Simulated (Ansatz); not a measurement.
# InPd: the cost of one run

Method: DFT PBE, scalar-relativistic, plane waves, PAW, in Ansatz 0.2.0.

10 further runs of the same task are left out: 10 set aside as unsound or not needed.

## Step 1: The system as given

Symmetry: Pm-3m, No. 221, cubic system. The conventional cell has a = 3.305 Å, b = 3.305 Å, c = 3.305 Å, α = 90.00°, β = 90.00°, γ = 90.00°. In (site symmetry m-3m) is surrounded by 8 Pd at 2.86 Å. Pd (site symmetry m-3m) has 8 In at 2.86 Å as nearest neighbours.

As a file:

```
CELL_PARAMETERS angstrom
3.30526 0.00000 0.00000
0.00000 3.30526 0.00000
0.00000 0.00000 3.30526
ATOMIC_POSITIONS crystal
In 0.00000 0.00000 0.00000
Pd 0.50000 0.50000 0.50000
```

It goes back to an entry of the Materials Project, which need not be the stable form.

This cell was relaxed beforehand with the same method: volume 18.05 Å³/atom, gap on the mesh none (metal).

## Step 2: The scan

The energy is mapped over a normal mode and a strain (zone-centre modes of the cell shown) (x along [1 0 0], y along [0 1 0], z along [0 0 1] of the conventional cell).

- amplitude of mode 4 (131 cm⁻¹), largest displacement in the unstrained cell: 11 values from −0.096 to 0.096 Å
- strain +e along z and -e/2 along x and y: 7 values from −7.00 to 7.00 %

Nothing else is relaxed (the pattern is fixed in fractional coordinates). Energies count from the relaxed high-symmetry cell. Points are written as (first, second).

The modes come from a phonon run on the reference cell, made beforehand.

The patterns, per unit of each coordinate (Å):

```csv
atom,x1,y1,z1
In1,0.927,0.000,0.000
Pd2,-1.000,0.000,0.000
```

## Step 3: Grid point (0.000 Å, −7.00 %)

input.yaml

```yaml
crystal:
  lattice:
    - [3.4209478219, 0.0, 0.0]
    - [0.0, 3.4209478219, 0.0]
    - [0.0, 0.0, 3.0738951443]
  atoms:
    - { symbol: In, position: [0.0, 0.0, 0.0] }
    - { symbol: Pd, position: [0.5, 0.5, 0.5] }
basis:
  ecutwfc: 420
kpoints:
  mp_grid: { grid: [14, 14, 14] }
hamiltonian:
  xc: pbe
scf:
  occupations: { method: gaussian, width: 0.15 }
output:
  forces: true
  stress: true
  eigenvalues: true
```

On the command line:

```bash
$ ansatz run input.yaml --threads 1 --pin off --max-ram 2048MiB --backend cpu --events-out ev --progress --plain --runs-dir out
```

What time and memory should one allow on 1 thread of Intel Xeon 6975P-C (Granite Rapids), shared host?

About 5.2 s, with a peak of 0.51 GiB.
